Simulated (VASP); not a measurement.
Runs of VASP 6.6.1 on In. Symmetry: Pm-3m, No. 221, cubic system. The conventional cell has a = 3.142 Å, b = 3.142 Å, c = 3.142 Å, α = 90.00°, β = 90.00°, γ = 90.00°. In (site symmetry m-3m) is surrounded by 6 In at 3.14 Å. This isn't the form of In at room conditions, which is tetragonal.

```tsv
cell	k mesh	gap on the mesh (eV)	pressure (GPa)
Pm-3m, 31.03 Å³/atom	11 × 11 × 11	none	0.1
Pm-3m, 31.03 Å³/atom	16 × 16 × 16	none	0.0
Pm-3m, 34.76 Å³/atom	11 × 11 × 11	none	-2.1
Pm-3m, 33.51 Å³/atom	11 × 11 × 11	none	(a)
```

Alike in all rows: task single point; level RPBE; potentials or basis VASP PAW PBE potentials, release 64 (In_d); no spin polarisation; cutoff (eV) 520; smearing fermi-dirac 0.1 eV.

**Question.** Fill in the values left out.

**Answer.** (a) -1.5.

Caveats: the PAW data sets were made with another functional, which shifts forces and pressure a little.

A k mesh can miss the band edges, and the runs leave out spin-orbit coupling on In.

A gap of «none» marks a metal or a gap under the smearing width.
